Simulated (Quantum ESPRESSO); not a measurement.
# LiCl (Fm-3m) in Quantum ESPRESSO: further runs

One crystal, LiCl, is run at these levels: WC, BLYP, AM05; tasks: dielectric tensor.

Everything below comes from runs of Quantum ESPRESSO 7.5. Logs are shortened: lines on timing, memory, paths and dates and some standing lists are left out, and cuts for length are marked.

**What was measured.**

A printed reference work, monograph reports, for a bulk crystal of LiCl: high-frequency dielectric constant 2.75.

The results are compared with them further down.

### Step 1. The structure

It takes space group Fm-3m (No. 225, cubic). Conventional cell: a = 5.130 Å, b = 5.130 Å, c = 5.130 Å, α = 90.00°, β = 90.00°, γ = 90.00°. Cl (site symmetry m-3m) is surrounded by 6 Li at 2.56 Å. Li (site symmetry m-3m) has 6 Cl at 2.56 Å as nearest neighbours.

### Step 2. Dielectric tensor, WC

Contents of pw.in:

```
&CONTROL
  calculation = 'scf'
  prefix = 'pwscf'
  outdir = './tmp'
  pseudo_dir = './pseudo'
  tprnfor = .true.
  tstress = .true.
  disk_io = 'low'
/
&SYSTEM
  ibrav = 0
  nat = 2
  ntyp = 2
  ecutwfc = 74
  nbnd = 10
  input_dft = 'wc'
  occupations = 'smearing'
  smearing = 'fd'
  degauss = 0.00367493
/
&ELECTRONS
  conv_thr = 4d-10
  electron_maxstep = 120
  mixing_beta = 0.5
/
ATOMIC_SPECIES
Cl    35.4500 Cl.upf
Li     6.9400 Li.upf
CELL_PARAMETERS bohr
   0.0000000000    4.8467128727    4.8467128727
   4.8467128727    0.0000000000    4.8467128727
   4.8467128727    4.8467128727    0.0000000000
ATOMIC_POSITIONS bohr
Cl     4.8467128727    4.8467128727    4.8467128727
Li     0.0000000000    0.0000000000    0.0000000000
K_POINTS automatic
6 6 6 1 1 1
```

Contents of scf2.in:

```
&CONTROL
  calculation = 'scf'
  prefix = 'pwscf'
  outdir = './tmp'
  pseudo_dir = './pseudo'
  tprnfor = .true.
  tstress = .true.
  disk_io = 'low'
/
&SYSTEM
  ibrav = 0
  nat = 2
  ntyp = 2
  ecutwfc = 74
  nbnd = 10
  input_dft = 'wc'
  occupations = 'fixed'
/
&ELECTRONS
  conv_thr = 1d-13
  electron_maxstep = 120
  mixing_beta = 0.5
  startingpot = 'file'
  startingwfc = 'file'
/
ATOMIC_SPECIES
Cl    35.4500 Cl.upf
Li     6.9400 Li.upf
CELL_PARAMETERS bohr
   0.0000000000    4.8467128727    4.8467128727
   4.8467128727    0.0000000000    4.8467128727
   4.8467128727    4.8467128727    0.0000000000
ATOMIC_POSITIONS bohr
Cl     4.8467128727    4.8467128727    4.8467128727
Li     0.0000000000    0.0000000000    0.0000000000
K_POINTS automatic
6 6 6 1 1 1
```

Contents of ph.in:

```
dielectric of LiCl
&INPUTPH
  prefix = 'pwscf'
  outdir = './tmp'
  tr2_ph = 1d-18
  fildyn = 'dyn'
  niter_ph = 90
  alpha_mix(1) = 0.7
  epsil = .true.
  trans = .false.
  zeu = .true.
/
0.0000000000 0.0000000000 0.0000000000
```

Potentials or basis: PseudoDojo 0.4.1 SR PBE standard.

Command:

```
$ OMP_NUM_THREADS=1 pw.x -in pw.in > pw.out
$ OMP_NUM_THREADS=1 pw.x -in scf2.in > scf2.out
$ OMP_NUM_THREADS=1 ph.x -in ph.in > ph.out
```

pw.out:

```text
This program is part of the open-source Quantum ESPRESSO suite
     for quantum simulation of materials; please cite
         "P. Giannozzi et al., J. Phys.:Condens. Matter 21 395502 (2009);
         "P. Giannozzi et al., J. Phys.:Condens. Matter 29 465901 (2017);
         "P. Giannozzi et al., J. Chem. Phys. 152 154105 (2020);
     in publications or presentations arising from this work. More details at

     IMPORTANT: XC functional enforced from input :
     Exchange-correlation= WC
                           (   1   4  11   4   0   0   0)
     Any further DFT definition will be discarded
     Please, verify this is what you really want

     Message from routine setup:
     using ibrav=0 with symmetry is DISCOURAGED, use correct ibrav instead

     G-vector sticks info
     --------------------
     sticks:   dense  smooth     PW     G-vecs:    dense   smooth      PW
     Sum         955     955    295                19603    19603    3287

     Using Slab Decomposition

     bravais-lattice index     =            0
     lattice parameter (alat)  =       6.8543  a.u.
     unit-cell volume          =     227.7046 (a.u.)^3
     number of atoms/cell      =            2
     number of atomic types    =            2
     number of electrons       =        10.00
     number of Kohn-Sham states=           10
     kinetic-energy cutoff     =      74.0000  Ry
     charge density cutoff     =     296.0000  Ry
     scf convergence threshold =      4.0E-10
     mixing beta               =       0.5000
     number of iterations used =            8  plain     mixing
     Exchange-correlation= WC
                           (   1   4  11   4   0   0   0)

     celldm(1)=   6.854287  celldm(2)=   0.000000  celldm(3)=   0.000000
     celldm(4)=   0.000000  celldm(5)=   0.000000  celldm(6)=   0.000000

     crystal axes: (cart. coord. in units of alat)
               a(1) = (   0.000000   0.707107   0.707107 )
               a(2) = (   0.707107   0.000000   0.707107 )
               a(3) = (   0.707107   0.707107   0.000000 )

     reciprocal axes: (cart. coord. in units 2 pi/alat)
               b(1) = ( -0.707107  0.707107  0.707107 )
               b(2) = (  0.707107 -0.707107  0.707107 )
               b(3) = (  0.707107  0.707107 -0.707107 )

     PseudoPot. # 1 for Cl read from file:
     Cl.upf
     Pseudo is Norm-conserving + core correction, Zval =  7.0
     Generated using ONCVPSP code by D. R. Hamann
     Using radial grid of 1028 points,  6 beta functions with:
                l(1) =   0
                l(2) =   0
                l(3) =   1
                l(4) =   1
                l(5) =   2
                l(6) =   2

     PseudoPot. # 2 for Li read from file:
     Li.upf
     Pseudo is Norm-conserving, Zval =  3.0
     Generated using ONCVPSP code by D. R. Hamann
     Using radial grid of 1944 points,  4 beta functions with:
                l(1) =   0
                l(2) =   0
                l(3) =   1
                l(4) =   1

     atomic species   valence    mass     pseudopotential
     Cl                7.00    35.45000     Cl( 1.00)
     Li                3.00     6.94000     Li( 1.00)

     48 Sym. Ops., with inversion, found

   Cartesian axes

     site n.     atom                  positions (alat units)
         1        Cl     tau(   1) = (   0.7071068   0.7071068   0.7071068  )
         2        Li     tau(   2) = (   0.0000000   0.0000000   0.0000000  )

     number of k points=    28  Fermi-Dirac smearing, width (Ry)=  0.0037
                       cart. coord. in units 2pi/alat
        k(    1) = (   0.0589256   0.0589256   0.0589256), wk =   0.0185185
        k(    2) = (   0.1767767   0.1767767  -0.0589256), wk =   0.0555556
        k(    3) = (   0.2946278   0.2946278  -0.1767767), wk =   0.0555556
        k(    4) = (  -0.2946278  -0.2946278   0.4124790), wk =   0.0555556
        k(    5) = (  -0.1767767  -0.1767767   0.2946278), wk =   0.0555556
        k(    6) = (  -0.0589256  -0.0589256   0.1767767), wk =   0.0555556
[... 20 lines left out ...]
        k(   27) = (   0.2946278   0.2946278   0.2946278), wk =   0.0185185
        k(   28) = (  -0.2946278  -0.2946278   0.8838835), wk =   0.0555556

     Dense  grid:    19603 G-vectors     FFT dimensions: (  40,  40,  40)

     Initial potential from superposition of free atoms

     starting charge       9.9954, renormalised to      10.0000
     Starting wfcs are    6 randomized atomic wfcs +    4 random wfcs

     Self-consistent Calculation

     iteration #  1     ecut=    74.00 Ry     beta= 0.50
     Davidson diagonalization with overlap
     ethr =  1.00E-02,  avg # of iterations =  6.5

     Threshold (ethr) on eigenvalues was too large:
     Diagonalizing with lowered threshold

     Davidson diagonalization with overlap
     ethr =  1.59E-04,  avg # of iterations =  3.7

     total energy              =     -47.36033896 Ry
     estimated scf accuracy    <       0.01546359 Ry

     iteration #  2     ecut=    74.00 Ry     beta= 0.50
     Davidson diagonalization with overlap
     ethr =  1.55E-04,  avg # of iterations =  1.9

     total energy              =     -47.36279864 Ry
     estimated scf accuracy    <       0.00096019 Ry

     iteration #  3     ecut=    74.00 Ry     beta= 0.50
     Davidson diagonalization with overlap
     ethr =  9.60E-06,  avg # of iterations =  3.9

     total energy              =     -47.36293087 Ry
     estimated scf accuracy    <       0.00020402 Ry

     iteration #  4     ecut=    74.00 Ry     beta= 0.50
     Davidson diagonalization with overlap
     ethr =  2.04E-06,  avg # of iterations =  2.4

     total energy              =     -47.36294671 Ry
     estimated scf accuracy    <       0.00000131 Ry

     iteration #  5     ecut=    74.00 Ry     beta= 0.50
     Davidson diagonalization with overlap
     ethr =  1.31E-08,  avg # of iterations =  2.8

     total energy              =     -47.36294750 Ry
     estimated scf accuracy    <       0.00000026 Ry

     iteration #  6     ecut=    74.00 Ry     beta= 0.50
     Davidson diagonalization with overlap
     ethr =  2.57E-09,  avg # of iterations =  1.8

     total energy              =     -47.36294755 Ry
     estimated scf accuracy    <          1.8E-09 Ry

     iteration #  7     ecut=    74.00 Ry     beta= 0.50
     Davidson diagonalization with overlap
     ethr =  1.78E-11,  avg # of iterations =  3.2

     total energy              =     -47.36294755 Ry
     estimated scf accuracy    <          9.8E-10 Ry

     iteration #  8     ecut=    74.00 Ry     beta= 0.50
     Davidson diagonalization with overlap
     ethr =  9.76E-12,  avg # of iterations =  2.0

     End of self-consistent calculation

          k = 0.0589 0.0589 0.0589 (  2442 PWs)   bands (ev):

   -41.4669 -11.7758   1.3506   1.5900   1.5900   7.9636  12.8341  13.3003
    13.3003  14.7833

          k = 0.1768 0.1768-0.0589 (  2464 PWs)   bands (ev):

   -41.4660 -11.6073   0.4397   1.2752   1.5830   8.7565  11.9460  12.5396
    12.7094  14.0964

          k = 0.2946 0.2946-0.1768 (  2447 PWs)   bands (ev):

   -41.4646 -11.3234  -0.8097   1.1049   1.4248   8.6673  11.3250  11.4030
    13.2168  16.1248

          k =-0.2946-0.2946 0.4125 (  2447 PWs)   bands (ev):

   -41.4642 -11.2157  -1.2078   1.1465   1.2781   8.4675  10.9019  11.1926
    14.1336  17.5021

          k =-0.1768-0.1768 0.2946 (  2457 PWs)   bands (ev):

   -41.4650 -11.4125  -0.4565   1.2786   1.3402   8.8362  11.3627  12.0488
    12.5320  15.3913

          k =-0.0589-0.0589 0.1768 (  2462 PWs)   bands (ev):

   -41.4664 -11.6868   0.8998   1.4318   1.4949   8.5142  12.1854  12.8224
    13.2420  13.7048

          k = 0.2946 0.0589 0.0589 (  2461 PWs)   bands (ev):

   -41.4656 -11.5233   0.2918   1.1720   1.1950   9.4655  11.3754  11.5490
    13.4250  13.9684

          k = 0.4125 0.1768-0.0589 (  2443 PWs)   bands (ev):

   -41.4645 -11.2805  -0.5144   0.6267   1.0699  10.0172  10.8958  11.2477
    13.1865  14.9851

          k =-0.1768-0.4125 0.5303 (  2442 PWs)   bands (ev):

   -41.4638 -11.1141  -0.9839   0.2737   0.9991   9.6075  10.8556  12.0894
    13.0599  16.5668

          k =-0.0589-0.2946 0.4125 (  2448 PWs)   bands (ev):

   -41.4642 -11.2130  -0.6628   0.2727   1.2156   9.7536  11.0770  11.7001
    12.6978  15.6963

          k = 0.0589-0.1768 0.2946 (  2459 PWs)   bands (ev):

   -41.4653 -11.4619  -0.0610   0.9762   1.4173   9.3296  11.4661  11.6642
    12.7743  14.4672

          k = 0.5303 0.0589 0.0589 (  2440 PWs)   bands (ev):

   -41.4639 -11.1221  -0.9246   0.5535   0.6634   9.6760  10.1333  12.5021
    14.5080  15.1787

          k =-0.0589-0.5303 0.6482 (  2444 PWs)   bands (ev):

   -41.4634 -11.0039  -1.0830   0.1012   0.5839   9.7173  10.5494  12.9185
    13.7937  15.8791

          k = 0.0589-0.4125 0.5303 (  2445 PWs)   bands (ev):

   -41.4635 -11.0536  -0.7457  -0.2912   0.8815   9.8282  11.4972  12.4376
    12.5124  16.2900

          k = 0.1768-0.2946 0.4125 (  2445 PWs)   bands (ev):

   -41.4642 -11.2143  -1.0002   0.7826   1.2300   9.0298  10.8961  11.6238
    13.3370  16.5528

          k =-0.6482 0.0589 0.0589 (  2450 PWs)   bands (ev):

   -41.4634 -11.0004  -1.2552   0.3983   0.5372   9.4258   9.8668  13.5821
    15.0363  15.5775

          k =-0.5303 0.1768-0.0589 (  2441 PWs)   bands (ev):

   -41.4638 -11.1094  -0.8744   0.3012   0.7528   9.9157  10.7286  11.8238
    13.7020  15.5519

          k =-0.4125 0.0589 0.0589 (  2452 PWs)   bands (ev):

   -41.4647 -11.3177  -0.3607   0.8401   0.8916  10.0636  10.6556  11.2906
    13.8820  14.5248

          k = 0.1768 0.1768 0.1768 (  2451 PWs)   bands (ev):

   -41.4656 -11.5382  -0.0121   1.4704   1.4704   8.6345  12.1472  12.1472
    12.3747  15.2539

          k = 0.2946 0.2946 0.0589 (  2449 PWs)   bands (ev):

   -41.4648 -11.3505  -0.4133   0.6416   1.4570   9.3556  11.5076  11.6640
    12.3739  15.0952

          k =-0.2946-0.2946 0.6482 (  2444 PWs)   bands (ev):

   -41.4638 -11.1301  -0.7334  -0.0749   1.1484   9.5647  11.5709  11.9118
    12.6371  16.5622

          k =-0.1768-0.1768 0.5303 (  2437 PWs)   bands (ev):

   -41.4638 -11.1118  -0.9328   0.2860   0.8811   9.5954  11.0533  12.3269
    12.7521  15.9933

          k = 0.4125 0.1768 0.1768 (  2450 PWs)   bands (ev):

   -41.4644 -11.2570  -0.7775   0.8691   1.0628   9.3682  10.8489  12.2881
    12.3780  15.7980

          k =-0.1768-0.4125 0.7660 (  2440 PWs)   bands (ev):

   -41.4637 -11.0852  -0.7766  -0.0641   0.8546  10.4231  10.8003  11.6941
    13.0494  16.2261

          k =-0.0589-0.2946 0.6482 (  2446 PWs)   bands (ev):

   -41.4634 -11.0074  -0.7694  -0.3101   0.6077  10.4636  11.3662  11.8543
    12.6943  16.6257

          k =-0.7660 0.1768 0.1768 (  2439 PWs)   bands (ev):

   -41.4634 -11.0230  -0.9371  -0.1453   0.7784   9.5249  11.3274  12.7511
    13.1764  15.5982

          k = 0.2946 0.2946 0.2946 (  2449 PWs)   bands (ev):

   -41.4644 -11.2747  -1.1100   1.3617   1.3617   8.2525  11.1083  11.1083
    14.0256  17.5460

          k =-0.2946-0.2946 0.8839 (  2444 PWs)   bands (ev):

   -41.4639 -11.1621  -1.0762   0.5699   1.1978   9.1024  10.9789  11.5388
    13.5803  17.4739

     the Fermi energy is     3.0428 ev

!    total energy              =     -47.36294755 Ry
     estimated scf accuracy    <          1.8E-11 Ry
     smearing contrib. (-TS)   =      -0.00000000 Ry
     internal energy E=F+TS    =     -47.36294755 Ry

     The total energy is F=E-TS. E is the sum of the following terms:
     one-electron contribution =     -10.46180700 Ry
     hartree contribution      =       7.54976735 Ry
     xc contribution           =     -12.29604442 Ry
     ewald contribution        =     -32.15486348 Ry

     convergence has been achieved in   8 iterations

     Forces acting on atoms (cartesian axes, Ry/au):

     atom    1 type  1   force =    -0.00000000   -0.00000000    0.00000000
     atom    2 type  2   force =     0.00000000    0.00000000   -0.00000000

     Total force =     0.000000     Total SCF correction =     0.000000

     Computing stress (Cartesian axis) and pressure

          total   stress  (Ry/bohr**3)                   (kbar)     P=      -10.73
  -0.00007293   0.00000000   0.00000000          -10.73        0.00        0.00
   0.00000000  -0.00007293   0.00000000            0.00      -10.73        0.00
   0.00000000   0.00000000  -0.00007293            0.00        0.00      -10.73

=------------------------------------------------------------------------------=
   JOB DONE.
=------------------------------------------------------------------------------=
```

It took 94 s on 1 thread of Intel Xeon Platinum 8375C at 2.90GHz (Ice Lake), shared host; peak memory 0.07 GiB.

What came out:

```
Free energy                             : -644.4057 eV
Pressure                                : -1.1 GPa
Electronic dielectric tensor (diagonal) : 3.02
Born charges (mean of the diagonal)     : Cl -1.18; Li +1.18 e
```

Levels at points of the mesh, in eV from the valence-band top:
```tsv
k point	band 3	band 4	band 5	band 6	band 7	band 8
(0.08, 0.08, 0.08)	-0.24	0.00	0.00	6.37	11.24	11.71
```

Electronic dielectric tensor:
```
3.02 0.00 0.00
0.00 3.02 0.00
0.00 0.00 3.02
```

Born effective charge tensors (e):
atom 1, Cl
```
-1.18  0.00  0.00
 0.00 -1.18  0.00
 0.00  0.00 -1.18
```
atom 2, Li
```
1.18 0.00 0.00
0.00 1.18 0.00
0.00 0.00 1.18
```

Caveat: the potentials were made for another functional, which shifts forces and pressure.

(Part 1 of 2 ends here.)
